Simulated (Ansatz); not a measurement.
The system is Te.

```
CELL_PARAMETERS angstrom
2.30590 1.33131 1.69095
-2.30590 1.33131 1.69095
0.00000 -2.66263 1.69095
ATOMIC_POSITIONS crystal
Te 0.50000 0.50000 0.50000
```

This isn't the form of Te at room conditions, which is trigonal, of chains.

* Program: Ansatz 0.2.0
* Task: relaxation of cell and atoms
* Functional: PBEsol
* Potentials or basis: Ansatz PAW
* Cutoff: 420 eV (not typed: the program's choice for these potentials)
* k mesh: 7 × 7 × 7
* Occupations: fermi-dirac, width 0.05 eV
* Spin: spin-orbit coupling, no magnetisation

At the start: volume 31.15 Å³/atom.

Q: How do energy, volume and symmetry change on relaxing?

A: It ends after 9 steps and the volume is 31.38 Å³/atom (+0.7 %); space group Pm-3m (No. 221, to 0.05 Å).

The path:
```
step  energy change (eV)  largest force (eV/Å)  volume (Å³)
   1              0.0000                0.0000        31.15
   2             -0.0002                0.0000        31.13
   3             -0.0004                0.0000        31.17
   4             -0.0023                0.0000        31.29
   5             -0.0066                0.0000        31.42
   6             -0.0074                0.0000        31.34
   7             -0.0074                0.0000        31.38
   8             -0.0074                0.0000        31.38
   9             -0.0074                0.0000        31.38
```

Final structure:
```
Te
1.0
     2.23007    1.28753    1.82135
    -2.23007    1.28753    1.82135
     0.00000   -2.57506    1.82135
Te
1
Direct
  0.50000 0.50000 0.50000
```

Caveat: the plane-wave basis is chosen anew once the cell has moved, so the energies of steps on either side of that aren't comparable; the PAW data sets come from PBE, with cores solved anew for the run's functional, which leaves a small shift of forces and pressure.
